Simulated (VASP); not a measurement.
A run of VASP 6.6.1 is set up as follows.

Contents of INCAR:

```
SYSTEM = BaS
PREC = Accurate
ENCUT = 520
EDIFF = 1E-8
ISMEAR = -1
SIGMA = 0.01
LREAL = .False.
LASPH = .True.
NELM = 60
ALGO = Normal
ISIF = 2
LWAVE = .False.
LCHARG = .False.
LEFG = .True.
NBANDS = 15
```

Contents of KPOINTS:

```
Automatic mesh
0
Gamma
  7 7 7
  0 0 0
```

POSCAR

```
BaS
1.0
    0.0000000000      3.1937500000      3.1937500000
    3.1937500000      0.0000000000      3.1937500000
    3.1937500000      3.1937500000      0.0000000000
Ba S
1 1
Direct
    0.0000000000      0.0000000000      0.0000000000
    0.5000000000      0.5000000000      0.5000000000
```

Potentials or basis: VASP PAW LDA potentials, release 64 (Ba_sv, S).

Run with:

```bash
$ cat potpaw_LDA.64/Ba_sv/POTCAR potpaw_LDA.64/S/POTCAR > POTCAR
$ mpirun -np 1 vasp_std > vasp.out
```

**Question.** What does it give for the band gap on the k mesh?

**Answer.** 1.96 eV, indirect (least direct gap 2.11 eV).

**Question.** Estimate the pressure.

**Answer.** -1.8 GPa.

Caveat: without QUAD_EFG the Cq values of the log hold for a quadrupole moment of 1 mb, not for the nuclei; spin-orbit coupling is left out, which moves the levels of the heavy elements.

**What was measured.**

From a printed reference work, monograph, original work of 1988, for a bulk crystal of BaS at 2 K: band gap 3.806 eV (indirect).

Measured gap of BaS: 3.806 eV (indirect; 2 K; a printed reference work, monograph, original work of 1988). This calculation gives 1.96 eV (-1.84 eV). Spin-orbit coupling on Ba is left out. The value is that of LDA on a finite k mesh, which can miss the band edges, without temperature or zero-point motion. Semilocal functionals fall short of measured gaps as a rule.
